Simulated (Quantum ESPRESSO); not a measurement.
BN, 4 atoms in the cell. It takes space group P6_3/mmc (No. 194, hexagonal). Conventional cell: a = 2.498 Å, b = 2.498 Å, c = 6.636 Å, α = 90.00°, β = 90.00°, γ = 120.00°. Around N (site symmetry -6m2) lie 3 B at 1.44 Å. B (site symmetry -6m2) is surrounded by 3 N at 1.44 Å. 

- Program: Quantum ESPRESSO 7.5
- Task: relaxation of cell and atoms
- Functional: PBE
- Potentials or basis: SSSP 1.3 efficiency PBE
- Cutoff: 939 eV
- Density cutoff: 7510 eV
- k mesh: 12 × 12 × 4
- Occupations: fermi-dirac, width 0.05 eV
- Spin: no spin polarisation
- Target pressure: 20 GPa
- Mixing beta: 0.5
- Most SCF iterations: 120
- SCF threshold: 8e-10 Ry
- Most ionic steps: 40
- Forc conv thr: 0.0004 Ry/bohr
- Etot conv thr: 1e-05 Ry
- Ion dynamics: bfgs
- Cell dynamics: bfgs
- Press conv thr: 0.3 kbar

Potentials or basis: SSSP 1.3 efficiency PBE.

The run is started by

```sh
$ OMP_NUM_THREADS=1 pw.x -in pw.in > pw.out
```

Hardware: 1 thread of Arm Neoverse V2, on a shared host.

**Question.** Estimate the wall time of this run.

**Answer.** Run time: 3 min on 1 thread of Arm Neoverse V2 (shared host), peak memory 0.11 GiB. Counts: scf iterations 83, k pools 1, bands 14, ion steps 9, k points 57, g dense 53019.
